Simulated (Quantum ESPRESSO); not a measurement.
# BeS, zinc blende or diamond type, strained in the (001) plane: a series in biaxial strain in the plane, part 2 of 6

Aim: how the results for BeS, zinc blende or diamond type, strained in the (001) plane change with biaxial strain in the plane.

Quantum ESPRESSO 7.5; plane-wave DFT, PBE, GBRV ultrasoft pseudopotentials.

So far. Step 2 (Variable-cell relaxation of the reference):  The last row is no step: it is a fresh SCF in the final cell with a new plane-wave basis, -0 meV from the row before.

The structure was built from a prototype and need not be the compound's stable phase.

## Step 3: Relaxing cell and ions, -4 %

What the set-up leaves free in this member is relaxed.

m0.relax.in

```
&control
  prefix = 'm0.relax'
  outdir = './out'
  pseudo_dir = './pseudo'
  nstep = 40
  forc_conv_thr = 0.001
  calculation = 'vc-relax'
/
&system
  ibrav = 0
  nat = 4
  ntyp = 2
  ecutwfc = 50
  ecutrho = 250
  occupations = 'fixed'
/
&electrons
  conv_thr = 1e-10
  mixing_beta = 0.6
  electron_maxstep = 120
/
&ions
/
&cell
  cell_dofree = 'z'
  press_conv_thr = 0.3
/
ATOMIC_SPECIES
  Be  9.0122  be_pbe_v1.4.uspp.F.UPF
  S   32.0600  s_pbe_v1.4.uspp.F.UPF
CELL_PARAMETERS angstrom
  3.31104883008000 0.00000000000000 0.00000000000000
  0.00000000000000 3.31104883008000 0.00000000000000
  0.00000000000000 0.00000000000000 4.87754395200000
ATOMIC_POSITIONS crystal
  Be  0.000000000000 0.000000000000 0.000000000000
  S   0.500000000000 0.000000000000 0.249999986900
  Be  0.500000000000 0.500000000000 0.500000000000
  S   0.000000000000 0.500000000000 0.750000013100
K_POINTS automatic
  8 8 6 0 0 0
```

The run is started by

```bash
OMP_NUM_THREADS=1 mpirun -n 4 pw.x -nk 4 -in m0.relax.in > m0.relax.out
```

Output:

```text
[banner, memory and clock lines left out]
Program PWSCF v.7.5 starts
[citation notice left out]

[...]
Message from routine setup:
[...]
bravais-lattice index     =            0
     lattice parameter (alat)  =       6.2570  a.u.
     unit-cell volume          =     360.8519 (a.u.)^3
     number of atoms/cell      =            4
     number of atomic types    =            2
     number of electrons       =        20.00
     number of Kohn-Sham states=           10
     kinetic-energy cutoff     =      50.0000  Ry
     charge density cutoff     =     250.0000  Ry
     scf convergence threshold =      1.0E-10
     mixing beta               =       0.6000
     number of iterations used =            8  plain     mixing
     energy convergence thresh.=      1.0E-04
     force convergence thresh. =      1.0E-03
     press convergence thresh. =      3.0E-01
     Exchange-correlation=  SLA  PW   PBX  PBC
                           (   1   4   3   4   0   0   0)
     nstep                     =           40

[...]
PseudoPot. # 1 for Be read from file:
     ./pseudo/be_pbe_v1.4.uspp.F.UPF
     Pseudo is Ultrasoft, Zval =  4.0
     Generated by new atomic code, or converted to UPF format
     Using radial grid of  769 points,  6 beta functions with:
                l(1) =   0
                l(2) =   0
                l(3) =   0
                l(4) =   1
                l(5) =   1
                l(6) =   2
     Q(r) pseudized with 10 coefficients,  rinner =    1.000   1.000   1.000
                                                       1.000   1.000

     PseudoPot. # 2 for S  read from file:
     ./pseudo/s_pbe_v1.4.uspp.F.UPF
     Pseudo is Ultrasoft + core correction, Zval =  6.0
     Generated by new atomic code, or converted to UPF format
     Using radial grid of  907 points,  6 beta functions with:
                l(1) =   0
                l(2) =   0
                l(3) =   1
                l(4) =   1
                l(5) =   2
                l(6) =   2
     Q(r) pseudized with  8 coefficients,  rinner =    1.300   1.300   1.300
                                                       1.300   1.300

     atomic species   valence    mass     pseudopotential
     Be                4.00     9.01220     Be( 1.00)
     S                 6.00    32.06000     S ( 1.00)

      8 Sym. Ops. (no inversion) found

[...]
number of k points=    60
[...]
Dense  grid:    23999 G-vectors     FFT dimensions: (  32,  32,  48)

     Smooth grid:    17181 G-vectors     FFT dimensions: (  30,  30,  45)

     Initial potential from superposition of free atoms

     starting charge      19.9996, renormalised to      20.0000
     Starting wfcs are   18 randomized atomic wfcs

     per-process dynamical memory:    30.7 Mb

     Self-consistent Calculation

     iteration #  1     ecut=    50.00 Ry     beta= 0.60
     Davidson diagonalization with overlap
     ethr =  1.00E-02,  avg # of iterations =  2.0

     Threshold (ethr) on eigenvalues was too large:
     Diagonalizing with lowered threshold

     Davidson diagonalization with overlap
     ethr =  4.66E-04,  avg # of iterations =  1.9

     total energy              =    -104.98654236 Ry
     estimated scf accuracy    <       0.09560058 Ry

     iteration #  2     ecut=    50.00 Ry     beta= 0.60
[...]
total energy              =    -104.99312806 Ry
     estimated scf accuracy    <       0.00814166 Ry

     iteration #  3     ecut=    50.00 Ry     beta= 0.60
[...]
total energy              =    -104.99387988 Ry
     estimated scf accuracy    <       0.00042366 Ry

     iteration #  4     ecut=    50.00 Ry     beta= 0.60
[...]
total energy              =    -104.99409787 Ry
     estimated scf accuracy    <       0.00002538 Ry

     iteration #  5     ecut=    50.00 Ry     beta= 0.60
[...]
total energy              =    -104.99417386 Ry
     estimated scf accuracy    <       0.00002887 Ry

     iteration #  6     ecut=    50.00 Ry     beta= 0.60
[...]
total energy              =    -104.99408953 Ry
     estimated scf accuracy    <       0.00019322 Ry

[...]
iteration # 12     ecut=    50.00 Ry     beta= 0.60
[...]
total energy              =    -104.99410812 Ry
     estimated scf accuracy    <          5.8E-09 Ry

     iteration # 13     ecut=    50.00 Ry     beta= 0.60
[...]
total energy              =    -104.99410812 Ry
     estimated scf accuracy    <          1.4E-09 Ry

     iteration # 14     ecut=    50.00 Ry     beta= 0.60
[...]
total energy              =    -104.99410812 Ry
     estimated scf accuracy    <          2.0E-10 Ry

     iteration # 15     ecut=    50.00 Ry     beta= 0.60
[...]
End of self-consistent calculation

          k = 0.0000 0.0000 0.0000 (  2153 PWs)   bands (ev):

   -92.3338 -92.3337  -7.8498  -5.5974   0.7463   3.6582   3.6582   6.1230
     6.3731   6.3731

          k = 0.0000 0.0000 0.1131 (  2141 PWs)   bands (ev):

   -92.3338 -92.3337  -7.7414  -5.8238   1.1121   3.7802   3.7802   5.6482
     6.0687   6.0687

[...]
highest occupied level (ev):     6.3731

!    total energy              =    -104.99410812 Ry
     estimated scf accuracy    <          3.7E-11 Ry

     The total energy is the sum of the following terms:
     one-electron contribution =     -31.54952787 Ry
     hartree contribution      =      15.59833080 Ry
     xc contribution           =     -27.28711763 Ry
     ewald contribution        =     -61.75579342 Ry

     convergence has been achieved in  15 iterations

     Forces acting on atoms (cartesian axes, Ry/au):

     atom    1 type  1   force =     0.00000000    0.00000000    0.00000000
     atom    2 type  2   force =     0.00000000    0.00000000    0.00000047
     atom    3 type  1   force =     0.00000000    0.00000000    0.00000000
     atom    4 type  2   force =     0.00000000    0.00000000   -0.00000047

     Total force =     0.000001     Total SCF correction =     0.000001
     SCF correction compared to forces is large: reduce conv_thr to get better values

     Computing stress (Cartesian axis) and pressure

          total   stress  (Ry/bohr**3)                   (kbar)     P=       88.28
   0.00070070   0.00000000   0.00000000          103.08        0.00        0.00
   0.00000000   0.00070070   0.00000000            0.00      103.08        0.00
   0.00000000   0.00000000   0.00039897            0.00        0.00       58.69

     BFGS Geometry Optimization
     Energy error            =      1.4E-03 Ry
     Gradient error          =      4.7E-07 Ry/Bohr
     Cell gradient error     =      5.9E+01 kbar

     number of scf cycles    =   1
     number of bfgs steps    =   0

     enthalpy           new  =    -104.9941081179 Ry

     new trust radius        =       0.0378944997 bohr
     new conv_thr            =            1.0E-10 Ry

     new unit-cell volume =    364.45111 a.u.^3 (    54.00608 Ang^3 )
     density =      2.52572 g/cm^3

CELL_PARAMETERS (angstrom)
   3.311048830   0.000000000   0.000000000
   0.000000000   3.311048830   0.000000000
   0.000000000   0.000000000   4.926193957

ATOMIC_POSITIONS (crystal)
Be               0.0000000000        0.0000000000        0.0000000000
S                0.5000000000        0.0000000000        0.2500000375
Be               0.5000000000        0.5000000000        0.5000000000
S                0.0000000000        0.5000000000        0.7499999625

[...]
NEW-OLD atomic charge density approx. for the potential
     New effective cutoffs (rho, wfc):  249.21   50.00

     per-process dynamical memory:    55.9 Mb

[...]
!    total energy              =    -104.99529860 Ry
[...]
Total force =     0.000000     Total SCF correction =     0.000000
[...]
number of bfgs steps    =   1
[...]
new trust radius        =       0.0565603748 bohr
[...]
!    total energy              =    -104.99618151 Ry
[...]
Total force =     0.000000     Total SCF correction =     0.000000
[...]
number of bfgs steps    =   2
[...]
new trust radius        =       0.0184735645 bohr
[...]
!    total energy              =    -104.99624062 Ry
[...]
Total force =     0.000000     Total SCF correction =     0.000000
[...]
Self-consistent Calculation

     iteration #  1     ecut=    50.00 Ry     beta= 0.60
     Davidson diagonalization with overlap
     ethr =  1.00E-06,  avg # of iterations = 10.7

     total energy              =    -104.99053256 Ry
     estimated scf accuracy    <       0.09302306 Ry

[...]
iteration # 11     ecut=    50.00 Ry     beta= 0.60
[...]
End of self-consistent calculation

          k = 0.0000 0.0000 0.0000 (  2193 PWs)   bands (ev):

   -92.7922 -92.7921  -7.9955  -5.9497   0.4235   3.5759   3.5759   5.6376
     6.0806   6.0806

          k = 0.0000 0.0000 0.1099 (  2197 PWs)   bands (ev):

   -92.7922 -92.7921  -7.8957  -6.1510   0.7679   3.6896   3.6896   5.1731
     5.8047   5.8047

[...]
highest occupied level (ev):     6.0806

!    total energy              =    -104.99624378 Ry
     estimated scf accuracy    <          2.1E-13 Ry

     The total energy is the sum of the following terms:
     one-electron contribution =     -32.32476538 Ry
     hartree contribution      =      15.73674397 Ry
     xc contribution           =     -27.22712118 Ry
     ewald contribution        =     -61.18110119 Ry

     convergence has been achieved in  11 iterations

     Forces acting on atoms (cartesian axes, Ry/au):

     atom    1 type  1   force =     0.00000000    0.00000000    0.00000000
     atom    2 type  2   force =     0.00000000    0.00000000   -0.00000018
     atom    3 type  1   force =     0.00000000    0.00000000    0.00000000
     atom    4 type  2   force =     0.00000000    0.00000000    0.00000018

     Total force =     0.000000     Total SCF correction =     0.000001
     SCF correction compared to forces is large: reduce conv_thr to get better values

     Computing stress (Cartesian axis) and pressure

          total   stress  (Ry/bohr**3)                   (kbar)     P=       52.91
   0.00053857  -0.00000000   0.00000000           79.23       -0.00        0.00
  -0.00000000   0.00053857   0.00000000           -0.00       79.23        0.00
   0.00000000   0.00000000   0.00000180            0.00        0.00        0.26

[...]
```

The job ended after 56 s (4 MPI ranks of Intel Xeon Platinum 8488C (Sapphire Rapids), shared host; peak memory 0.37 GiB).

Step by step:

| step | energy less that of the first step (eV) | largest force (eV/Å) | volume (Å³) |
| --- | --- | --- | --- |
| 1 | 0.0000 | 0.0000 | 53.47 |
| 2 | -0.0162 | 0.0000 | 54.01 |
| 3 | -0.0282 | 0.0000 | 54.81 |
| 4 | -0.0290 | 0.0000 | 55.07 |
| 5 | -0.0291 | 0.0000 | 55.07 |

| conventional cell, symmetrised | before | after | change |
| --- | --- | --- | --- |
| a (Å) | 3.311 | 3.311 | -0.0 % |
| b (Å) | 3.311 | 3.311 | -0.0 % |
| c (Å) | 4.878 | 5.023 | +3.0 % |
| volume (Å³/atom) | 13.37 | 13.77 | +3.0 % |

 The last row is no step: it is a fresh SCF in the final cell with a new plane-wave basis, -0 meV from the row before.

Numbers from this step:

| Item | Value |
| --- | --- |
| free energy | -1428.5467 eV |
| valence top, on the run's zero | 6.081 eV |

## Step 4: Ground state, -4 %

The self-consistent run of this member.

m0.scf.in

```
&control
  prefix = 'm0.scf'
  outdir = './out'
  pseudo_dir = './pseudo'
  calculation = 'scf'
  tprnfor = .true.
/
&system
  ibrav = 0
  nat = 4
  ntyp = 2
  ecutwfc = 40
  ecutrho = 200
  occupations = 'fixed'
  nbnd = 14
/
&electrons
  conv_thr = 1e-09
  mixing_beta = 0.6
  electron_maxstep = 120
/
ATOMIC_SPECIES
  Be  9.0122  be_pbe_v1.4.uspp.F.UPF
  S   32.0600  s_pbe_v1.4.uspp.F.UPF
CELL_PARAMETERS angstrom
  3.31104883000000 0.00000000000000 0.00000000000000
  0.00000000000000 3.31104883000000 0.00000000000000
  0.00000000000000 0.00000000000000 5.02317971500000
ATOMIC_POSITIONS crystal
  Be  0.000000000000 0.000000000000 0.000000000000
  S   0.500000000000 0.000000000000 0.249999995900
  Be  0.500000000000 0.500000000000 0.500000000000
  S   0.000000000000 0.500000000000 0.750000004100
K_POINTS automatic
  8 8 6 0 0 0
```

The run is started by

```bash
OMP_NUM_THREADS=1 mpirun -n 4 pw.x -nk 4 -in m0.scf.in > m0.scf.out
```

Output:

```text
[banner, memory and clock lines left out]
Program PWSCF v.7.5 starts
[citation notice left out]

[...]
Message from routine setup:
[...]
bravais-lattice index     =            0
     lattice parameter (alat)  =       6.2570  a.u.
     unit-cell volume          =     371.6263 (a.u.)^3
     number of atoms/cell      =            4
     number of atomic types    =            2
     number of electrons       =        20.00
     number of Kohn-Sham states=           14
     kinetic-energy cutoff     =      40.0000  Ry
     charge density cutoff     =     200.0000  Ry
     scf convergence threshold =      1.0E-09
     mixing beta               =       0.6000
     number of iterations used =            8  plain     mixing
     Exchange-correlation=  SLA  PW   PBX  PBC
                           (   1   4   3   4   0   0   0)

[...]
PseudoPot. # 1 for Be read from file:
     ./pseudo/be_pbe_v1.4.uspp.F.UPF
     Pseudo is Ultrasoft, Zval =  4.0
     Generated by new atomic code, or converted to UPF format
     Using radial grid of  769 points,  6 beta functions with:
                l(1) =   0
                l(2) =   0
                l(3) =   0
                l(4) =   1
                l(5) =   1
                l(6) =   2
     Q(r) pseudized with 10 coefficients,  rinner =    1.000   1.000   1.000
                                                       1.000   1.000

     PseudoPot. # 2 for S  read from file:
     ./pseudo/s_pbe_v1.4.uspp.F.UPF
     Pseudo is Ultrasoft + core correction, Zval =  6.0
     Generated by new atomic code, or converted to UPF format
     Using radial grid of  907 points,  6 beta functions with:
                l(1) =   0
                l(2) =   0
                l(3) =   1
                l(4) =   1
                l(5) =   2
                l(6) =   2
     Q(r) pseudized with  8 coefficients,  rinner =    1.300   1.300   1.300
                                                       1.300   1.300

     atomic species   valence    mass     pseudopotential
     Be                4.00     9.01220     Be( 1.00)
     S                 6.00    32.06000     S ( 1.00)

      8 Sym. Ops. (no inversion) found

[...]
number of k points=    60
[...]
Dense  grid:    17711 G-vectors     FFT dimensions: (  30,  30,  45)

     Smooth grid:    12687 G-vectors     FFT dimensions: (  25,  25,  40)

     Initial potential from superposition of free atoms

     starting charge      19.9996, renormalised to      20.0000
     Starting wfcs are   18 randomized atomic wfcs

     per-process dynamical memory:    24.2 Mb

     Self-consistent Calculation

     iteration #  1     ecut=    40.00 Ry     beta= 0.60
     Davidson diagonalization with overlap
     ethr =  1.00E-02,  avg # of iterations =  3.8

     Threshold (ethr) on eigenvalues was too large:
     Diagonalizing with lowered threshold

     Davidson diagonalization with overlap
     ethr =  4.41E-04,  avg # of iterations =  2.2

     total energy              =    -104.98963318 Ry
     estimated scf accuracy    <       0.09143936 Ry

     iteration #  2     ecut=    40.00 Ry     beta= 0.60
[...]
total energy              =    -104.99499272 Ry
     estimated scf accuracy    <       0.00730887 Ry

     iteration #  3     ecut=    40.00 Ry     beta= 0.60
[...]
total energy              =    -104.99562216 Ry
     estimated scf accuracy    <       0.00028961 Ry

     iteration #  4     ecut=    40.00 Ry     beta= 0.60
[...]
c_bands:  1 eigenvalues not converged
[...]
total energy              =    -104.99572919 Ry
     estimated scf accuracy    <       0.00001635 Ry

     iteration #  5     ecut=    40.00 Ry     beta= 0.60
[...]
total energy              =    -104.99573678 Ry
     estimated scf accuracy    <       0.00000166 Ry

     iteration #  6     ecut=    40.00 Ry     beta= 0.60
[...]
total energy              =    -104.99573719 Ry
     estimated scf accuracy    <       0.00000006 Ry

     iteration #  7     ecut=    40.00 Ry     beta= 0.60
[...]
total energy              =    -104.99573722 Ry
     estimated scf accuracy    <          4.5E-09 Ry

     iteration #  8     ecut=    40.00 Ry     beta= 0.60
[...]
End of self-consistent calculation

          k = 0.0000 0.0000 0.0000 (  1563 PWs)   bands (ev):

   -92.7974 -92.7970  -7.9953  -5.9493   0.4236   3.5762   3.5762   5.6378
     6.0808   6.0808   9.3769  11.2446  11.5832  11.5832

          k = 0.0000 0.0000 0.1099 (  1583 PWs)   bands (ev):

   -92.7976 -92.7971  -7.8955  -6.1506   0.7680   3.6899   3.6899   5.1733
     5.8050   5.8050   9.5536  11.3732  11.4470  12.0400

[...]
highest occupied, lowest unoccupied level (ev):     6.0808    8.7860

!    total energy              =    -104.99573722 Ry
     estimated scf accuracy    <          4.0E-10 Ry

     The total energy is the sum of the following terms:
     one-electron contribution =     -32.32311544 Ry
     hartree contribution      =      15.73439300 Ry
     xc contribution           =     -27.22591357 Ry
     ewald contribution        =     -61.18110121 Ry

     convergence has been achieved in   8 iterations

     Forces acting on atoms (cartesian axes, Ry/au):

     atom    1 type  1   force =     0.00000000    0.00000000    0.00000000
     atom    2 type  2   force =     0.00000000    0.00000000    0.00001428
     atom    3 type  1   force =     0.00000000    0.00000000    0.00000000
     atom    4 type  2   force =     0.00000000    0.00000000   -0.00001428

     Total force =     0.000020     Total SCF correction =     0.000002

[...]
```

Elapsed: 8.7 s, on 4 MPI ranks; peak memory 0.31 GiB.

Read from the output:

```
free energy                          : -1428.5398 eV
conduction bottom, on the run's zero : 8.786 eV
gap by band count                    : 2.705 eV
```

[end of part 2 of 6]

[Logs are printed without paths, hosts, clocks, repeated set-up lines and the standing remarks that a program may print on its own settings, such as how far it seeks lower states.]

[Hosts, paths, dates, database ids (printed as entryN), source tags and the programs' standing remarks are cut or masked in the printed files.]

[Maps of the electrostatic potential energy from Ansatz leave out the sawtooth potential of an applied field or a dipole correction, so their vacuum need not be flat; planar profiles and work functions include it.]
